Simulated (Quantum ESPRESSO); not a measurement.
Ge: phonons at points of the zone under several settings

```
Ge
1.0
     0.00000    2.82891    2.82891
     2.82891    0.00000    2.82891
     2.82891    2.82891    0.00000
Ge
2
Direct
  0.75000 0.75000 0.75000
  0.50000 0.50000 0.50000
```

All runs used Quantum ESPRESSO 7.5; potentials PseudoDojo 0.4.1 SR LDA standard; k mesh 8 × 8 × 8; relaxed cell; no spin polarisation; cutoff 1061 eV; occupations cold, width 0.2 eV.

```tsv
level	point	frequencies (cm⁻¹)
LDA	Γ (0.000, 0.000, 0.000)	?
LDA	K (0.375, 0.375, 0.750)	77 111 209 214 268 278
LDA	L (0.500, 0.500, 0.500)	59 59 218 238 282 282
```

Problem. What stands in the row left open?

Solution. Frequencies 0 0 0 290 290 290 cm⁻¹.
